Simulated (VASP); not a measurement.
Runs of VASP 6.6.1 on CdS. Symmetry: F-43m, No. 216, cubic system. The conventional cell has a = 5.835 Å, b = 5.835 Å, c = 5.835 Å, α = 90.00°, β = 90.00°, γ = 90.00°. Cd (site symmetry -43m) has 4 S at 2.53 Å as nearest neighbours. S (site symmetry -43m) has 4 Cd at 2.53 Å as nearest neighbours. 

```csv
task,level,potentials or basis,spin,cell,k mesh,cutoff (eV),gap on the mesh (eV),pressure (GPa)
band structure,PBEsol,"VASP PAW PBE potentials, release 64 (Cd, S)",off,"F-43m, 24.84 Å³/atom",8 × 8 × 8,520,1.01,0.1
band structure,r2SCAN,"VASP PAW PBE potentials, release 64 (Cd, S)",off,"F-43m, 24.84 Å³/atom",8 × 8 × 8,520,(a),1.7
relaxation of cell and atoms,PBEsol,"VASP PAW PBE potentials, release 64 (Cd, S)",off,relaxed,8 × 8 × 8,600,1.01,0.0
band structure,LDA,"VASP PAW LDA potentials, release 64 (Cd, S)",off,"F-43m, 24.84 Å³/atom",8 × 8 × 8,520,0.89,(b)
band structure,PBEsol,"VASP PAW PBE potentials, release 64 (Cd, S)","SOC, no magnetisation","F-43m, 24.84 Å³/atom",6 × 6 × 6,520,-,0.0
```

Alike in all rows: smearing gaussian 0.03 eV.

Fill in the values left out.

(a) 1.59; (b) -2.1.

Caveats: the PAW data sets were made with another functional, which shifts forces and pressure a little (some runs).

A k mesh can miss the band edges, and rows without SOC leave out spin-orbit coupling on Cd.
